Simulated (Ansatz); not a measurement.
Results of LDA (PAW; Ansatz, a quantum-chemistry and plane-wave program) for rutile RuO2.

Settings: plane-wave cutoff 520 eV, 12×12×18 k mesh (along the axes of the cell as run), Fermi–Dirac smearing 0.05 eV, no spin polarisation, scalar-relativistic PAW data made under PBE.

A third-order Birch–Murnaghan fit to the energies gives V0 = 10.037 Å³/atom, B0 = 301 GPa, B′ = 4.6.

```
V (Å³/atom)  P (GPa)
-----------  -------
9.636              ?
9.836              ?
10.037          0.00
10.238             ?
10.439             ?
```

Estimate the withheld pressures from this fit; the answers are the runs' own values.


- 9.636, P (GPa): 13.47
- 9.836, P (GPa): 6.36
- 10.238, P (GPa): -5.69
- 10.439, P (GPa): -10.77

The formula P = (3/2) B0 (x^(7/3) − x^(5/3)) [1 + (3/4)(B′ − 4)(x^(2/3) − 1)] with x = V0/V meets the computed pressures within 0.04 GPa when these rounded values are put in.

Shape and atoms are relaxed at each volume.

Measured, for comparison: bulk modulus 270 GPa (room temperature, no zero-point or thermal correction; as tabulated in LI and ZENG (2008), arXiv:0807.3251). Computed (rounded) less measured: bulk modulus +11 %.

Note: the bulk modulus comes from volumes at which shape and atoms were relaxed.
